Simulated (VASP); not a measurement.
# InPd (Pm-3m) in VASP: further runs

One crystal, InPd, is run at these levels: PBE, PBE0; tasks: single point, relaxation of cell and atoms.

Everything below comes from runs of VASP 6.6.1. Logs are shortened: lines on timing, memory, paths and dates and some standing lists are left out, and cuts for length are marked.

**1. The crystal as given**

Symmetry: Pm-3m, No. 221, cubic system. The conventional cell has a = 3.272 Å, b = 3.272 Å, c = 3.272 Å, α = 90.00°, β = 90.00°, γ = 90.00°. In (site symmetry m-3m) has 8 Pd at 2.83 Å as nearest neighbours. Pd (site symmetry m-3m) is surrounded by 8 In at 2.83 Å.

The cell comes from a database or a generator and needn't be the stable form of this composition.

**2. Single point, PBE**

INCAR reads:

```
SYSTEM = InPd
ALGO = Fast
EDIFF = 1E-6
ENCUT = 520
GGA = PE
ISIF = 2
ISMEAR = 0
LASPH = .TRUE.
LCHARG = .FALSE.
LREAL = .FALSE.
LWAVE = .FALSE.
NELM = 100
PREC = Accurate
SIGMA = 0.012
```

KPOINTS reads:

```
k-points
0
G
  8 8 8
  0 0 0
```

POSCAR reads:

```
InPd
1.0
    3.2718847800      0.0000000000      0.0000000000
    0.0000000000      3.2718847800      0.0000000000
    0.0000000000      0.0000000000      3.2718847800
In Pd
1 1
Direct
    0.0000000000      0.0000000000      0.0000000000
    0.5000000000      0.5000000000      0.5000000000
```

Potentials or basis: VASP PAW PBE potentials, release 64 (In_d, Pd).

Launch:

```bash
> cat potpaw_PBE.64/In_d/POTCAR potpaw_PBE.64/Pd/POTCAR > POTCAR
> mpirun -np 1 vasp_std > vasp.out
```

OUTCAR:

```text
SYSTEM = InPd
   EDIFF = 1E-6
   ENCUT = 520
   GGA = PE
   ISIF = 2
   ISMEAR = 0
   LASPH = .TRUE.
   LREAL = .FALSE.
   NELM = 100
   PREC = Accurate

 ion  position               nearest neighbor table
   1  0.000  0.000  0.000-   2 2.83   2 2.83   2 2.83   2 2.83   2 2.83   2 2.83   2 2.83   2 2.83

   2  0.500  0.500  0.500-   1 2.83   1 2.83   1 2.83   1 2.83   1 2.83   1 2.83   1 2.83   1 2.83

  LATTYP: Found a simple cubic cell.
 ALAT       =     3.2718847800

  Lattice vectors:

 A1 = (   3.2718847800,   0.0000000000,   0.0000000000)
 A2 = (   0.0000000000,   3.2718847800,   0.0000000000)
 A3 = (   0.0000000000,   0.0000000000,   3.2718847800)

Analysis of symmetry for initial positions (statically):
=====================================================================
 Subroutine PRICEL returns:
 Original cell was already a primitive cell.

 Routine SETGRP: Setting up the symmetry group for a
 simple cubic supercell.

 Subroutine GETGRP returns: Found 48 space group operations
 (whereof 48 operations were pure point group operations)
 out of a pool of 48 trial point group operations.

The static configuration has the point symmetry O_h .

Analysis of symmetry for dynamics (positions and initial velocities):
=====================================================================
 Subroutine PRICEL returns:
 Original cell was already a primitive cell.

 Routine SETGRP: Setting up the symmetry group for a
 simple cubic supercell.

 Subroutine GETGRP returns: Found 48 space group operations
 (whereof 48 operations were pure point group operations)
 out of a pool of 48 trial point group operations.

The dynamic configuration has the point symmetry O_h .

 Subroutine INISYM returns: Found 48 space group operations
 (whereof 48 operations are pure point group operations),
 and found     1 'primitive' translations

----------------------------------------------------------------------------------------

                                     Primitive cell

  volume of cell :      35.0263

  direct lattice vectors                    reciprocal lattice vectors
     3.271884780  0.000000000  0.000000000     0.305634234  0.000000000  0.000000000
     0.000000000  3.271884780  0.000000000     0.000000000  0.305634234  0.000000000
     0.000000000  0.000000000  3.271884780     0.000000000  0.000000000  0.305634234

  length of vectors
     3.271884780  3.271884780  3.271884780     0.305634234  0.305634234  0.305634234

  position of ions in fractional coordinates (direct lattice)
     0.000000000  0.000000000  0.000000000
     0.500000000  0.500000000  0.500000000

  ion indices of the primitive-cell ions
   primitive index   ion index
                 1           1
                 2           2

----------------------------------------------------------------------------------------

 KPOINTS: k-points

Automatic generation of k-mesh.
 Grid dimensions read from file:
 generate k-points for:    8    8    8

 Generating k-lattice:

  Cartesian coordinates                     Fractional coordinates (reciprocal lattice)
     0.038204279  0.000000000  0.000000000     0.125000000  0.000000000  0.000000000
     0.000000000  0.038204279  0.000000000     0.000000000  0.125000000  0.000000000
     0.000000000  0.000000000  0.038204279     0.000000000  0.000000000  0.125000000

  Length of vectors
     0.038204279  0.038204279  0.038204279

  Shift w.r.t. Gamma in fractional coordinates (k-lattice)
     0.000000000  0.000000000  0.000000000

 Subroutine IBZKPT returns following result:
 ===========================================

 Found     35 irreducible k-points:

 Following reciprocal coordinates:
            Coordinates               Weight
  0.000000  0.000000  0.000000      1.000000
  0.125000  0.000000  0.000000      6.000000
  0.250000  0.000000  0.000000      6.000000
  0.375000  0.000000  0.000000      6.000000
  0.500000  0.000000  0.000000      3.000000
  0.125000  0.125000  0.000000     12.000000
[... 16 lines left out ...]
  0.375000  0.375000  0.125000     24.000000
  0.500000  0.375000  0.125000     24.000000
 [... further k-points ...]
   k-points           NKPTS =     35   k-points in BZ     NKDIM =     35   number of bands    NBANDS=     15
   number of dos      NEDOS =    301   number of ions     NIONS =      2
   total plane-waves  NPLWV =  13824
   dimension x,y,z NGX =    24 NGY =   24 NGZ =   24
   dimension x,y,z NGXF=    48 NGYF=   48 NGZF=   48
   ions per type =               1   1
   NGX,Y,Z   is equivalent  to a cutoff of  12.19, 12.19, 12.19 a.u.
   NGXF,Y,Z  is equivalent  to a cutoff of  24.39, 24.39, 24.39 a.u.
 SYSTEM =  InPd
   PREC   = accura    normal or accurate (medium, high low for compatibility)
   ISTART =      0    job   : 0-new  1-cont  2-samecut
   ICHARG =      2    charge: 1-file 2-atom 10-const
   ISPIN  =      1    spin polarized calculation?
   LNONCOLLINEAR =      F non collinear calculations
   LSORBIT =      F    spin-orbit coupling
   LASPH  =      T    aspherical Exc in radial PAW
   ENCUT  =  520.0 eV  38.22 Ry    6.18 a.u.   6.08  6.08  6.08*2*pi/ulx,y,z
   NELM   =    100;   NELMIN=  2; NELMDL= -5     # of ELM steps
   EDIFF  = 0.1E-05   stopping-criterion for ELM
   LREAL  =      F    real-space projection
   EDIFFG = 0.1E-04   stopping-criterion for IOM
   NSW    =      0    number of steps for IOM
   IBRION =     -1    ionic relax: 0-MD 1-quasi-New 2-CG
   NFREE  =      0    steps in history (QN), initial steepest desc. (CG)
   ISIF   =      2    stress and relaxation
   ISYM   =      2    0-nonsym 1-usesym 2-fastsym
   POTIM  = 0.5000    time-step for ionic-motion
   TEBEG  =    0.0;   TEEND  =   0.0 temperature during run
   PSTRESS=    0.0 pullay stress
   NELECT =      23.0000    total number of electrons
   NUPDOWN=      -1.0000    fix difference up-down
   EMIN   =  10.00;   EMAX   =-10.00  energy-range for DOS
   EFERMI =   0.00;   METHOD = LEGACY
   ISMEAR =     0;   SIGMA  =   0.01  broadening in eV -4-tet -1-fermi 0-gaus
   EFERMI_NEDOS =   21; number of points for ismear=-14 and -15
   IALGO  =     68    algorithm
   IMIX   =      4    mixing-type and parameters
     AMIX     =   0.40;   BMIX     =  1.00
     AMIX_MAG =   1.60;   BMIX_MAG =  1.00
  volume/ion in A,a.u.               =      17.51       118.18
  Fermi-wavevector in a.u.,A,eV,Ry     =   1.422938  2.688964 27.548447  2.024754
  Thomas-Fermi vector in A             =   2.543589
   LORBIT       =      0    0 simple, 1 ext, 2 COOP (PROOUT), +10 PAW based schemes
   GGA     = PE    functional components
   LHFCALC =     F    Hartree Fock is set to
   AEXX    =    0.0000 exact exchange contribution
   IVDW    =     0    specifies the selected vdW correction
   LEPSILON=     F    determine dielectric tensor
   LRPA    =     F    only Hartree local field effects (RPA)
 non-spin polarized calculation
 RMM-DIIS sequential band-by-band and
 Gauss-broadening in eV      SIGMA  =   0.01
  energy-cutoff  :      520.00
  volume of cell :       35.03
 maximum number of plane-waves:       968
   NGX = 13   NGY = 13   NGZ = 13

 number of electron      22.9999997 magnetization

 Free energy of the ion-electron system (eV)
  ---------------------------------------------------
  ext. energy  EPLUGINS =         0.00000000
  ---------------------------------------------------
  free energy    TOTEN  =        -8.73003840 eV

  energy without entropy =       -8.72960190  energy(sigma->0) =       -8.72982015

 E-fermi :  10.3824     XC(G=0): -12.2309

 val. band max:       10.3710611632   @ k =   0.3750   0.2500   0.1250
 cond. band min:      10.3915854822   @ k =   0.3750   0.3750   0.1250
 fundamental gap:      0.0205243190
 Fermi energy:        10.3824040972

 k-point     1 :       0.0000    0.0000    0.0000
  band No.  band energies     occupation
      1      -4.4852      2.00000
      2      -4.4852      2.00000
      3      -4.0770      2.00000
      4      -4.0770      2.00000
      5      -4.0770      2.00000
      6       0.4287      2.00000
      7       6.6891      2.00000
      8       6.6891      2.00000
      9       8.2331      2.00000
     10       8.2331      2.00000
     11       8.2331      2.00000
     12      14.7129      0.00000
     13      14.7129      0.00000
     14      14.7129      0.00000
     15      19.9288      0.00000

 k-point     2 :       0.1250    0.0000    0.0000
  band No.  band energies     occupation
      1      -4.4767      2.00000
      2      -4.4336      2.00000
      3      -4.0927      2.00000
      4      -4.0927      2.00000
      5      -4.0723      2.00000
      6       0.6767      2.00000
      7       6.6917      2.00000
      8       6.7242      2.00000
      9       8.0553      2.00000
     10       8.0553      2.00000
     11       8.2223      2.00000
     12      13.2143      0.00000
     13      15.2012      0.00000
     14      15.2012      0.00000
     15      20.3562      0.00000

 k-point     3 :       0.2500    0.0000    0.0000
  band No.  band energies     occupation
      1      -4.4564      2.00000
      2      -4.3098      2.00000
      3      -4.1303      2.00000
      4      -4.1303      2.00000
      5      -4.0611      2.00000
      6       1.4150      2.00000
      7       6.6389      2.00000
      8       6.6981      2.00000
      9       7.6827      2.00000
     10       7.6827      2.00000
     11       8.1961      2.00000
     12      10.9696      0.00000
     13      16.5007      0.00000
     14      16.5007      0.00000
     15      20.5009      0.00000
[... 343 lines left out ...]
 k-point    23 :       0.3750    0.3750    0.1250
  band No.  band energies     occupation
      1      -4.3587      2.00000
      2      -4.2546      2.00000
      3      -4.2152      2.00000
      4      -4.2051      2.00000
      5      -3.9693      2.00000
      6       4.0713      2.00000
      7       6.4290      2.00000
      8       7.0351      2.00000
      9       7.3659      2.00000
     10       8.1444      2.00000
     11       8.2256      2.00000
     12      10.3916      0.27924
     13      12.3368      0.00000
     14      15.3438      0.00000
     15      17.6999      0.00000

 k-point    24 :       0.5000    0.3750    0.1250
  band No.  band energies     occupation
      1      -4.3886      2.00000
      2      -4.2449      2.00000
      3      -4.2327      2.00000
      4      -4.2124      2.00000
      5      -3.9205      2.00000
      6       4.3781      2.00000
      7       6.5358      2.00000
      8       6.9428      2.00000
      9       7.3673      2.00000
     10       8.2429      2.00000
     11       8.9342      2.00000
     12       9.4722      2.00000
     13      12.7149      0.00000
     14      14.0146      0.00000
     15      18.2910      0.00000

 [... further k-points ...]

------------------------ aborting loop because EDIFF is reached ----------------------------------------

  FORCE on cell =-STRESS in cart. coord.  units (eV):
  Direction    XX          YY          ZZ          XY          YZ          ZX
  --------------------------------------------------------------------------------------
  -------------------------------------------------------------------------------------
  Total        0.8396114      0.8396114      0.8396114      0.0000000     -0.0000000      0.0000000
  in kB       38.4056303     38.4056303     38.4056303      0.0000000     -0.0000000      0.0000000
  external PRESSURE =      38.4056303 kB  Pullay stress =       0.0000000 kB

 VOLUME and BASIS-vectors are now :
 -----------------------------------------------------------------------------
  energy-cutoff  :      520.00
  volume of cell :       35.03
      direct lattice vectors                 reciprocal lattice vectors
     3.271884780  0.000000000  0.000000000     0.305634234  0.000000000  0.000000000
     0.000000000  3.271884780  0.000000000     0.000000000  0.305634234  0.000000000
     0.000000000  0.000000000  3.271884780     0.000000000  0.000000000  0.305634234

 POSITION                                       TOTAL-FORCE (eV/Angst)
 -----------------------------------------------------------------------------------
      0.00000      0.00000      0.00000         0.000000      0.000000      0.000000
      1.63594      1.63594      1.63594         0.000000      0.000000      0.000000
 -----------------------------------------------------------------------------------
    total drift:                                0.000000      0.000000     -0.000000

  FREE ENERGIE OF THE ION-ELECTRON SYSTEM (eV)
  ---------------------------------------------------
  free  energy   TOTEN  =        -8.7300384029 eV

  energy  without entropy=       -8.7296019003  energy(sigma->0) =       -8.72982015
```

It took 10 s on 1 thread of Intel Xeon Platinum 8559C (Emerald Rapids), shared host; peak memory 0.14 GiB.

What came out:

```
Free energy            : -8.7300 eV
Pressure               : 3.8 GPa
Band gap on the k mesh : none (metal or under the smearing width)
```

**3. Single point, PBE**

INCAR reads:

```
PREC = Accurate ; ENCUT = 520
EDIFF = 1E-6 ; ISMEAR = 0
SIGMA = 0.014 ; LREAL = F
LASPH = T ; NELM = 60
ALGO = Normal ; ISIF = 2
LWAVE = F ; LCHARG = F
GGA = PE
```

KPOINTS reads:

```
regular mesh
0
Gamma
  8 8 8
```

POSCAR is that of step 2.

Potentials or basis: VASP PAW PBE potentials, release 64 (In_d, Pd).

Launch:

```bash
> cat potpaw_PBE.64/In_d/POTCAR potpaw_PBE.64/Pd/POTCAR > POTCAR
> mpirun -np 1 vasp_std > vasp.out
```

Wall time 11 s (1 thread of Intel Xeon Platinum 8259CL at 2.50GHz (Skylake/Cascade Lake), shared host); peak memory 0.15 GiB.

Results (log left out):

```
Free energy            : -8.7301 eV
Pressure               : 3.8 GPa
Band gap on the k mesh : none (metal or under the smearing width)
```

Levels at points of the mesh, in eV from the Fermi level:
```tsv
k point	band 7	band 8	band 9	band 10	band 11	band 12	band 13	band 14	band 15
(0.00, 0.00, 0.00)	-3.69	-3.69	-2.15	-2.15	-2.15	4.33	4.33	4.33	9.55
(0.50, 0.00, 0.00)	-5.89	-3.68	-3.14	-3.14	-2.22	-0.99	9.67	9.67	10.00
(0.50, 0.50, 0.00)	-3.37	-2.56	-2.56	-2.21	-2.21	-1.57	1.57	2.59	9.58
(0.50, 0.50, 0.50)	-4.75	-4.75	-1.53	-1.53	0.03	3.90	3.90	3.90	4.51
```

[end of part 1 of 2]
